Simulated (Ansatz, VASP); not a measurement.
**One calculation of SrTiO3, two programs**

```
Sr Ti O
1.0
     3.98227    0.00000    0.00000
     0.00000    3.98227    0.00000
     0.00000    0.00000    3.84469
Sr Ti O
1 1 3
Direct
  0.00205 0.00000 0.00000
  0.50968 0.50000 0.50000
  0.98537 0.50000 0.50000
  0.48722 0.00000 0.50000
  0.48722 0.50000 0.00000
```

Change from the starting cell: mode 1 frozen in at -0.058 Å, strain +e along z and -e/2 along x and y -0.0233.

Alike in both runs: task single point; functional PBE; k mesh 8 × 8 × 8; occupations gaussian, width 0.05 eV; no spin polarisation.

|  | VASP | Ansatz |
| --- | --- | --- |
| version | VASP 6.6.1 | Ansatz 0.2.0 |
| potentials or method | VASP PAW PBE potentials, release 64 (Sr_sv, Ti_sv, O) | scalar-relativistic, plane waves, PAW |
| plane-wave cutoff (eV) | 520 | 520 |
| valence electrons in the cell | 40 | 40 |

Ansatz gave:

- gap on the k mesh at the Fermi level (eV): 1.88
- least direct gap on the mesh (eV): 2.34
- pressure (GPa): 0.9
- largest component of the traceless stress (GPa): 4.83
- rms of the force components (eV/Å): 0.043

Q: Which values does VASP return?

A: gap on the k mesh at the Fermi level (eV): 1.84; least direct gap on the mesh (eV): 2.32; pressure (GPa): 1.6; largest component of the traceless stress (GPa): 4.89; rms of the force components (eV/Å): 0.035.

Atom by atom the forces differ by 0.013 eV/Å (rms over components).

A k mesh can miss the band edges.
